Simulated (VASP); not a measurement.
Here is a VASP 6.6.1 calculation.

The input INCAR:

```
SYSTEM = Cu
PREC     = Accurate       ! precision mode
ENCUT    = 520            ! plane-wave cutoff, eV
EDIFF    = 1E-7           ! SCF threshold, eV
ISMEAR   = 1              ! smearing method
SIGMA    = 0.2            ! smearing width, eV
LREAL    = .FALSE.        ! projectors in reciprocal space
LASPH    = .TRUE.         ! aspherical terms in the spheres
NELM     = 60             ! most SCF steps
ALGO     = Fast           ! electronic algorithm
ISIF     = 2              ! what is computed and relaxed
LWAVE    = .FALSE.        ! write WAVECAR
LCHARG   = .FALSE.        ! write CHGCAR
GGA      = PE             ! functional
IBRION   = 2              ! ionic algorithm
NSW      = 60             ! ionic steps
EDIFFG   = -0.02          ! ionic threshold
KPAR     = 8
```

Contents of KPOINTS:

```
regular mesh
0
G
  12 18 1
  0 0 0
```

The input POSCAR:

```
Cu
1.0
    3.6350000000      0.0000000000      0.0000000000
    0.0000000000      2.5703331496      0.0000000000
    0.0000000000      0.0000000000     27.8516657481
Cu
11
Direct
    0.0000000000      0.0000000000      0.2692837142
    0.5000000000      0.5000000000      0.3154269714
    0.0000000000      0.0000000000      0.3615702285
    0.5000000000      0.5000000000      0.4077134857
    0.0000000000      0.0000000000      0.4538567428
    0.5000000000      0.5000000000      0.5000000000
    0.0000000000      0.0000000000      0.5461432572
    0.5000000000      0.5000000000      0.5922865143
    0.0000000000      0.0000000000      0.6384297715
    0.5000000000      0.5000000000      0.6845730286
    0.0000000000      0.0000000000      0.7307162858
```

Potentials or basis: VASP PAW PBE potentials, release 64 (Cu).

Launch:

```sh
$ cat potpaw_PBE.64/Cu/POTCAR > POTCAR
$ mpirun -np 8 vasp_std > vasp.out
```

(1) Estimate the band gap on the k mesh.

(2) Predict the energy gained by relaxing.

## Answers

(1) none (metal or under the smearing width).

(2) 4.9 meV/atom.
